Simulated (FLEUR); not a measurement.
Crystal: Ta.

```
CELL_PARAMETERS angstrom
-1.65128 1.65128 1.65128
1.65128 -1.65128 1.65128
1.65128 1.65128 -1.65128
ATOMIC_POSITIONS crystal
Ta 0.00000 0.00000 0.00000
```

* Program: FLEUR MaX-R8.1 (later development tree)
* Task: single point
* Functional: PBE
* Potentials or basis: all-electron
* Basis: FLAPW
* Kmax: 4.1 1/bohr
* k mesh: 11 × 11 × 11
* Occupations: fermi-dirac, width 0.05 eV
* Spin: no spin polarisation
* Gmax: 12.7 1/bohr
* Muffin-tin radii: Ta 2.45 bohr
* lmax: Ta 10
* Local orbitals a species: Ta 4
* Max iterations: 60
* Mixing factor: 0.05
* Mixer: Anderson
* Mixer history: 15
* Density convergence: 1e-05 me/bohr^3

On this cell: band gap on the k mesh none (metal or under the smearing width).

The same run follows on a disturbed copy (cell strained at random at fixed volume):

```
Ta
1.0
    -1.62073    1.65465    1.62924
     1.69780   -1.62617    1.67783
     1.62244    1.62787   -1.60076
Ta
1
Direct
  0.00191 0.97643 0.99590
```

Problem. What changes?

Solution. The energy (extrapolated to zero smearing) moves by +15.0 meV/atom; band gap on the k mesh none (metal or under the smearing width).
